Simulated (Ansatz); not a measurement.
Deforming CdSe

```
Cd Se
1.0
     0.00000    3.07027    3.07027
     3.07027    0.00000    3.07027
     3.07027    3.07027    0.00000
Cd Se
1 1
Direct
  0.00000 0.00000 0.00000
  0.25000 0.25000 0.25000
```

Atom numbers follow the list: Cd1, Se2.

The conventional cell has a = 6.141 Å, b = 6.141 Å, c = 6.141 Å, α = 90.00°, β = 90.00°, γ = 90.00°. Cd (atom 1) has 4 Se at 2.66 Å as nearest neighbours. Se (atom 2) has 4 Cd at 2.66 Å as nearest neighbours.

Structure from Materials Project entry mp-2691 (possibly hypothetical), not relaxed further.

Computed with DFT, LDA, all-electron LAPW, scalar-relativistic in Ansatz 0.2.0.

Settings: a Γ-centred 8×8×8 k mesh, Fermi–Dirac smearing of 0.03 eV, basis error target 1 meV/atom, no spin polarisation.

The unchanged cell is at -3.25 GPa.

Semilocal functionals give too small gaps.

x, y and z are the Cartesian axes of the cell as listed; fractional coordinates follow a strain, and an engineering shear is twice the off-diagonal strain component.

Task: One change gave: energy change +1 meV/atom; stress change (xx, yy, zz, yz, xz, xy) 0.02, 0.02, 0.02, 0.40, 0.40, 0.40 GPa, compression positive; change of the force on Cd1 (-0.048, -0.048, -0.048) eV/Å. Which change was it?
A. equal xy, yz and zx engineering shear strains of -3 %
B. equal xy, yz and zx engineering shear strains of +1 %
C. equal xy, yz and zx engineering shear strains of +3 %
D. equal xy, yz and zx engineering shear strains of -1 %
E. equal xy, yz and zx engineering shear strains of +2 %
F. equal xy, yz and zx engineering shear strains of -2 %

Result: D. For equal xy, yz and zx engineering shear strains of -3 %: energy change +10 meV/atom; stress change (xx, yy, zz, yz, xz, xy) 0.21, 0.21, 0.21, 1.26, 1.26, 1.26 GPa, compression positive; change of the force on Cd1 (-0.168, -0.168, -0.168) eV/Å. For equal xy, yz and zx engineering shear strains of +2 %: energy change +4 meV/atom; stress change (xx, yy, zz, yz, xz, xy) 0.09, 0.09, 0.09, -0.73, -0.73, -0.73 GPa, compression positive; change of the force on Cd1 (0.078, 0.078, 0.078) eV/Å. For equal xy, yz and zx engineering shear strains of -2 %: energy change +4 meV/atom; stress change (xx, yy, zz, yz, xz, xy) 0.09, 0.09, 0.09, 0.82, 0.82, 0.82 GPa, compression positive; change of the force on Cd1 (-0.104, -0.104, -0.104) eV/Å. For equal xy, yz and zx engineering shear strains of +1 %: energy change under 1 meV/atom; stress change (xx, yy, zz, yz, xz, xy) 0.02, 0.02, 0.02, -0.37, -0.37, -0.37 GPa, compression positive; change of the force on Cd1 (0.042, 0.042, 0.042) eV/Å. For equal xy, yz and zx engineering shear strains of +3 %: energy change +8 meV/atom; stress change (xx, yy, zz, yz, xz, xy) 0.19, 0.19, 0.19, -1.07, -1.07, -1.07 GPa, compression positive; change of the force on Cd1 (0.109, 0.109, 0.109) eV/Å.
